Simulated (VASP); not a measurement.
## From an Ansatz input to VASP: AlN (distorted rocksalt)

Ansatz input

```yaml
crystal:
  lattice:
    - [-0.0208, 2.091, 2.0398]
    - [1.991, 0.044, 1.9751]
    - [1.984, 2.0193, 0.051]
  atoms:
    - { symbol: Al, position: [0.0227, 0.9809, 0.989] }
    - { symbol: "N", position: [0.5441, 0.4868, 0.4449] }
kpoints:
  mp_grid: { grid: [8, 10, 10] }
hamiltonian:
  xc: lda
scf:
  occupations: { method: fermi_dirac, width: 0.02 }
  n_extra_bands: 4
output:
  forces: true
  stress: true
  eigenvalues: true
```

Problem. Translate this input to VASP.

Solution. 

INCAR

```
NSW = 0
ISIF = 2
GGA = CA
NBANDS = 11
PREC = Accurate
LWAVE = .FALSE.
NELM = 120
SIGMA = 0.02
ISMEAR = -1
LASPH = .TRUE.
LCHARG = .FALSE.
IBRION = -1
ENCUT = 520
EDIFF = 1E-7
LREAL = .FALSE.
```

KPOINTS

```
KPOINTS created by Atomic Simulation Environment
0
Gamma
8 10 10
0 0 0
```

POSCAR

```
Al N
 1.0000000000000000
    -0.0208000000000000    2.0910000000000002    2.0398000000000001
     1.9910000000000001    0.0440000000000000    1.9751000000000001
     1.9840000000000000    2.0192999999999999    0.0510000000000000
 Al  N
   1   1
Cartesian
  3.9146757400000003  2.0877129999999999  2.0341180500000000
  1.8405831200000000  2.0575188700000000  2.0940237600000002
```

VASP ran with the recommended LDA PAW datasets (8 valence electrons in the cell). Other inputs would serve too.

|  | Ansatz | VASP |
| --- | --- | --- |
| gap between bands v and c on the k mesh | 3.51 eV | 3.49 eV |
| least direct gap on the k mesh | 5.51 eV | 5.53 eV |
| pressure | 3.1 GPa | 3.8 GPa |
| largest force | 0.85 eV/Å | 0.87 eV/Å |

Datasets and cutoffs are each program's own. VASP's cell holds 8 valence electrons and Ansatz's 8. LDA means the Perdew–Zunger form with relativistic exchange in VASP and the Perdew–Wang form in Ansatz. Ansatz's stress includes a Pulay correction; VASP's doesn't.
